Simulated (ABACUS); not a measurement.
Write the native input for ABACUS 3.10.1 that does the following.

| Quantity | Value |
| --- | --- |
| Task | band structure |
| Functional | LDA |
| Potentials or basis | GBRV ultrasoft 1.5 LDA |
| Cutoff | 544 eV |
| Density cutoff | 4354 eV |
| Basis | plane waves |
| Occupations | fermi-dirac, width 0.05 eV |
| Spin | no spin polarisation |
| Radial cutoff of the potentials (pseudo_rcut) | 10 bohr |
| Threshold of the eigensolver | 1e-07 Ry |
| Density | read from an earlier self-consistent run |
| Path | G-X-W-K-G-L-U-W-L-K, U-X |
| Points for each segment of the path | 10 |
| SCF threshold on the density | 1e-08 |
| Max SCF steps | 100 |
| Eigensolver | dav |
| Mixing | broyden |
| Mixing share | 0.7 |
| Symmetry key | -1 |
| Bands | 12 |

Crystal: Al.

```
Al
1.0
     0.00000    2.02481    2.02481
     2.02481    0.00000    2.02481
     2.02481    2.02481    0.00000
Al
1
Direct
  0.00000 0.00000 0.00000
```

The input as run:

INPUT

```
INPUT_PARAMETERS
suffix              Al
calculation         nscf
basis_type          pw
pseudo_dir          ./
symmetry            -1
dft_functional      pz
ecutwfc             40.0
pseudo_rcut         10
nspin               1
nbands              12
ks_solver           dav
smearing_method     fd
smearing_sigma      0.00367493
scf_thr             1e-08
scf_nmax            100
mixing_type         broyden
mixing_beta         0.7
ecutrho             320.0
init_chg            file
pw_diag_thr         1e-07
out_band            1
kpar                4
```

STRU

```
ATOMIC_SPECIES
Al 26.9815 al_lda_v1.uspp.F.UPF

LATTICE_CONSTANT
1.8897261246

LATTICE_VECTORS
0.0000000000 2.0248050000 2.0248050000
2.0248050000 0.0000000000 2.0248050000
2.0248050000 2.0248050000 0.0000000000

ATOMIC_POSITIONS
Direct

Al
0.0
1
0.0000000000 0.0000000000 0.0000000000 1 1 1
```

KPT

```
K_POINTS
12
Line
0.00000000 0.00000000 0.00000000 10 // G
0.50000000 0.00000000 0.50000000 10 // X
0.50000000 0.25000000 0.75000000 10 // W
0.37500000 0.37500000 0.75000000 10 // K
0.00000000 0.00000000 0.00000000 10 // G
0.50000000 0.50000000 0.50000000 10 // L
0.62500000 0.25000000 0.62500000 10 // U
0.50000000 0.25000000 0.75000000 10 // W
0.50000000 0.50000000 0.50000000 10 // L
0.37500000 0.37500000 0.75000000 1 // K
0.62500000 0.25000000 0.62500000 10 // U
0.50000000 0.00000000 0.50000000 1 // X
```

Potentials or basis: GBRV ultrasoft 1.5 LDA, plane waves.

Launch:

```sh
$ OMP_NUM_THREADS=1 mpirun -np 4 abacus > log
```

It took 1.4 s on 4 MPI ranks on Intel(R) Xeon(R) Platinum 8488C (Sapphire Rapids), with other jobs on the host, peak memory 0.36 GiB a rank.
